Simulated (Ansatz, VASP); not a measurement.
# Two plane-wave programs on Mg

```
Mg
1.0
     0.00000    2.24426    2.13204
     2.24426    0.00000    2.13204
     2.24426    2.24426    0.00000
Mg
1
Direct
  0.00000 0.00000 0.00000
```

Change from the starting cell: strain +0.000 along x and y, -0.050 along z, atoms carried along.

Alike in both runs: task single point; functional LDA; k mesh 18 × 18 × 18; occupations gaussian, width 0.15 eV; no spin polarisation.

|  | VASP | Ansatz |
| --- | --- | --- |
| version | VASP 6.6.1 | Ansatz 0.2.0 |
| potentials or method | VASP PAW LDA potentials, release 64 (Mg) | scalar-relativistic, plane waves, PAW |
| plane-wave cutoff (eV) | 520 | 420 |
| valence electrons in the cell | 2 | 10 |

Ansatz gave:

```
gap on the k mesh at the Fermi level (eV)       : none
pressure (GPa)                                  : 0.5
largest component of the traceless stress (GPa) : 0.29
```

Task: What did VASP give for the same quantities?

Result: gap on the k mesh at the Fermi level (eV): none; pressure (GPa): 0.2; largest component of the traceless stress (GPa): 0.29.

A gap of «none» marks a metal or a gap that the smearing closes. The two sets of potentials don't hold the same shells in valence.
